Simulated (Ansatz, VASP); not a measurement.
## ZnAu: VASP beside Ansatz

```
Au Zn
1.0
     3.14700    0.00000    0.00000
     0.00000    3.14700    0.00000
     0.00000    0.00000    3.14700
Au Zn
1 1
Direct
  0.00445 0.99697 0.98940
  0.48516 0.51545 0.50244
```

Change from the starting cell: atoms moved at random, drawn with an rms of 0.05 Å.

Alike in both runs: task single point; functional PBEsol; k mesh 8 × 8 × 8; occupations fermi-dirac, width 0.05 eV; no spin polarisation.

```csv
,VASP,Ansatz
version,VASP 6.6.1,Ansatz 0.2.0
potentials or method,"VASP PAW PBE potentials, release 64 (Au, Zn), cutoff 520 eV","all-electron LAPW, scalar-relativistic"
```

|  | VASP | Ansatz | Ansatz less VASP |
| --- | --- | --- | --- |
| gap on the k mesh at the Fermi level (eV) | none | none | - |
| pressure (GPa) | -1.5 | -1.7 | -0.16 |
| largest component of the traceless stress (GPa) | 0.34 | 0.34 | -0.004 |
| rms of the force components (eV/Å) | 0.194 | 0.190 | -0.0039 |

Atom by atom the forces differ by 0.004 eV/Å (rms over components). A gap of «none» marks a metal or a gap that the smearing closes. Ansatz ran all-electron here, so the differences hold the error of VASP's frozen core and of both bases.

Caveats: the PAW data sets were made with another functional, which shifts forces and pressure a little (VASP). Spin-orbit coupling is left out, which matters for the levels of Au.
